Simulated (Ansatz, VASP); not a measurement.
KCl: VASP beside Ansatz

```xyz
2
Lattice="3.6340 -0.0363 -0.0363 -0.0363 3.6340 -0.0363 -0.0363 -0.0363 3.6340" Properties=species:S:1:pos:R:3 pbc="T T T"
K     0.0000    0.0000    0.0000
Cl    1.7807    1.7807    1.7807
```

Change from the starting cell: equal xy, yz and zx shear strains of -2 %.

Alike in both runs: task single point; functional PBEsol; k mesh 7 × 7 × 7; occupations fermi-dirac, width 0.01 eV; no spin polarisation.

```csv
,VASP,Ansatz
version,VASP 6.6.1,Ansatz 0.2.0
potentials or method,"VASP PAW PBE potentials, release 64 (K_sv, Cl), cutoff 520 eV","all-electron LAPW, scalar-relativistic"
```

|  | VASP | Ansatz | Ansatz less VASP |
| --- | --- | --- | --- |
| gap on the k mesh at the Fermi level (eV) | 5.40 | 5.40 | +0.005 |
| pressure (GPa) | 2.4 | 2.3 | -0.09 |
| largest component of the traceless stress (GPa) | 0.32 | 0.31 | -0.009 |

Ansatz ran all-electron here, so the differences hold the error of VASP's frozen core and of both bases.

Caveats: the PAW data sets were made with another functional, which shifts forces and pressure a little (VASP); an odd mesh through Γ misses points on the zone boundary, where band edges often lie.
